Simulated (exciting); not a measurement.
**Nd under changes of volume**

One of the cells (35.352 Å³/atom); the others are scaled copies at fixed shape and fractional positions:

```
Nd
1.0
     0.00000    2.60492    2.60492
     2.60492    0.00000    2.60492
     2.60492    2.60492    0.00000
Nd
1
Direct
  0.00000 0.00000 0.00000
```

This isn't the form of Nd at room conditions, which is double hcp.

- Program: exciting (release sodium)
- Functional: PBE
- Potentials or basis: all-electron LAPW+lo, shipped species files, valence relativity iora*
- rgkmax: 9.5
- k mesh: 9 × 9 × 9
- Occupations: fermi-dirac, width 0.05 eV
- Spin: collinear spin, ferromagnetic start

```csv
volume (Å³/atom),energy over the lowest point (meV/atom),moment (μB per cell)
33.231,3.34,4.09
33.938,1.41,4.16
34.645,?,?
35.352,0.00,4.22
36.059,1.59,4.25
36.766,6.02,4.27
37.473,12.39,4.29
```

**Question.** What does the run at 34.645 Å³/atom give?

**Answer.** Energy over the lowest point 0.77 meV/atom; moment 4.20 μB per cell.

Worked out: A Birch-Murnaghan fit of order 3 (a polynomial in V^(-2/3)) to the other rows has its minimum at 35.03 Å³/atom with B0 = V·E''(V) = 18.2 GPa (rough, since the energies scatter). It gives 0.02 meV/atom at 34.645 Å³/atom, against the run's 0.77. A parabola through the other rows of the moment, of slope 0.0545 μB per Å³/atom there, gives 4.19 μB, against the run's 4.20.

Energies are extrapolated to zero smearing.

Caveats: the magnetic or orbital state may not be the lowest; the free energy is that total less TS from the occupations.
